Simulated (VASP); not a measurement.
Se:

```
Se
1.0
     4.36620    0.00000    0.00000
    -2.18310    3.78124    0.00000
     0.00000    0.00000    4.95360
Se
3
Direct
  0.77460 0.77460 0.00000
  0.00000 0.22540 0.66667
  0.22540 0.00000 0.33333
```

- Program: VASP 6.6.1
- Task: relaxation of cell and atoms
- Functional: PBEsol
- Potentials or basis: VASP PAW PBE potentials, release 64 (Se)
- Cutoff: 600 eV
- k mesh: 6 × 6 × 6
- Occupations: gaussian, width 0.02 eV
- Spin: no spin polarisation

At the start: pressure 0.4 GPa; volume 27.26 Å³/atom.

Q: How do energy, volume and symmetry change on relaxing?

A: Over 9 steps the energy falls by 24.4 meV/atom and the volume is 23.95 Å³/atom (-12.1 %); space group P3_121 (No. 152, to 0.05 Å).

The path:
```
step  energy change (eV)  largest force (eV/Å)  pressure (GPa)  volume (Å³)
   1              0.0000                0.3318            0.36        81.78
   2             -0.0097                0.0114           -1.32        82.51
   3             -0.0100                0.0376           -1.07        82.40
   4             -0.0235                0.0439           -0.98        80.96
   5             -0.0567                0.0815           -0.37        76.70
   6             -0.0493                0.1969            2.70        68.43
   7             -0.0690                0.1505            0.63        73.32
   8             -0.0694                0.1620            0.97        72.32
   9             -0.0733                0.0091            0.03        71.86
```

Final structure:
```xyz
3
Lattice="4.0173 0.0000 0.0000 -2.0087 3.4791 0.0000 0.0000 0.0000 5.1416" Properties=species:S:1:pos:R:3 pbc="T T T"
Se    1.5050    2.6067    0.0000
Se    3.5136    0.8724    3.4277
Se    1.0074    0.0000    1.7139
```

Caveat: the PAW data sets were made with another functional, which shifts forces and pressure a little; the volume moved by -12 % from the deposited cell, more than functionals usually miss.
